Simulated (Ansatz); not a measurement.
**Zr3N4 at a changed volume: 91Zr nuclear quadrupole resonance**

Cell: a COD entry, relaxed with PBE at fixed cell and then changed (volume scaled by 0.96, ions relaxed).

```yaml
crystal:
  lattice:
    - [-3.32445, 3.32445, 3.32445]
    - [3.32445, -3.32445, 3.32445]
    - [3.32445, 3.32445, -3.32445]
  atoms:
    - { symbol: Zr, position: [0.25000, 0.62500, 0.37500] }
    - { symbol: Zr, position: [0.37500, 0.25000, 0.62500] }
    - { symbol: Zr, position: [0.75000, 0.87500, 0.12500] }
    - { symbol: Zr, position: [0.12500, 0.75000, 0.87500] }
    - { symbol: Zr, position: [0.62500, 0.37500, 0.25000] }
    - { symbol: Zr, position: [0.87500, 0.12500, 0.75000] }
    - { symbol: N, position: [0.14471, 0.14471, 0.14471] }
    - { symbol: N, position: [0.85529, 0.50000, 0.00000] }
    - { symbol: N, position: [0.50000, 0.00000, 0.35529] }
    - { symbol: N, position: [0.00000, 0.85529, 0.50000] }
    - { symbol: N, position: [0.35529, 0.50000, 0.00000] }
    - { symbol: N, position: [0.64471, 0.64471, 0.64471] }
    - { symbol: N, position: [0.00000, 0.35529, 0.50000] }
    - { symbol: N, position: [0.50000, 0.00000, 0.85529] }
```

Atoms are numbered from 1 in the order listed; like atoms form one site, named after its first atom.

All values are calculated (Ansatz; DFT, PBE, plane waves and PAW, scalar-relativistic, 420 eV cutoff, Γ-centred 6×6×6 k-points, Fermi–Dirac smearing 0.02 eV), not measured.

91Zr: I = 5/2, Q = -176.0 mb (year-2017 value). Static lattice, zero field.

**Question.** Predict the zero-field 91Zr lines of each site.

**Answer.** For I = 5/2 and η = 0 the lines are 3|C_Q|/20 and twice that; η pulls their ratio below 2.

| site | atoms | V_zz (10²¹ V/m²) | C_Q (MHz) | η | line frequencies (MHz) |
| --- | --- | --- | --- | --- | --- |
| Zr | 1, 2, 3, 4, 5, 6 | 7.48 | -31.8 | 0.00 | 4.78, 9.55 |

An axis of threefold or higher order runs through Zr, so V_zz lies along it and η is zero.

Without spin–orbit coupling (the program notes it for Zr) the gradients can shift somewhat, as the gap is small. At this changed cell the PBE pressure is 15 GPa.

The relaxation (4 steps) took 17 s of wall time (58 s of CPU time) and 0.72 GiB at its peak, on 4 threads of Intel Xeon Platinum 8259CL CPU @ 2.50GHz (Skylake/Cascade Lake) (x86_64; 16 cores open to the job, memory cap 8.0 GiB, no GPU), a shared host with a load of 0.6 a core.
